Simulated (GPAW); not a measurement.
Here is a GPAW 26.7.0 calculation.

run.py

```python
from ase import Atoms
from ase.dft.bandgap import bandgap
from ase.io import write
from ase.units import GPa
from gpaw import GPAW, PW

atoms = Atoms(['Be', 'Be'],
              cell=[[2.2853, 0.0, 0.0],
                    [-1.14265, 1.9791278553, 0.0],
                    [0.0, 0.0, 3.5842]],
              scaled_positions=[[0.6666666667, 0.3333333333, 0.75],
                                [0.3333333333, 0.6666666667, 0.25]],
              pbc=True)

calc = GPAW(mode=PW(600),
            xc='MGGA_X_R2SCAN+MGGA_C_R2SCAN',
            kpts={'size': (11, 11, 6), 'gamma': True},
            occupations={'name': 'fermi-dirac', 'width': 0.05},
            nbands=9,
            maxiter=120,
            txt='gpaw.txt')
atoms.calc = calc
energy = atoms.get_potential_energy()
forces = atoms.get_forces()
stress = atoms.get_stress()
calc.write('gs.gpw')
write('result.traj', atoms)
print(f'Energy: {energy:.6f} eV')
print('Forces (eV/A):')
print(forces.round(4))
print('Stress (GPa):', (stress / GPa).round(3))
print('Fermi level:', round(calc.get_fermi_level(), 4), 'eV')
print(f'Gap: {bandgap(calc)[0]:.4f} eV, direct: {bandgap(calc, direct=True)[0]:.4f} eV')
```

Potentials or basis: GPAW PAW data sets (gpaw-data 1.2.1), pw.

Run with:

```sh
$ OMP_NUM_THREADS=1 python run.py
```

Q: What does it give for the band gap on the k mesh?

A: None (metal or under the smearing width).

Q: Estimate the pressure.

A: -1.6 GPa.

Stress tensor (GPa, compression positive):
```
-2.18  0.00  0.00
 0.00 -2.18  0.00
 0.00  0.00 -0.32
```

Caveat: the cutoff is short for stress and forces, so pressures can be off by a GPa or more; the PAW data sets were made with another functional, which shifts forces and pressure a little.
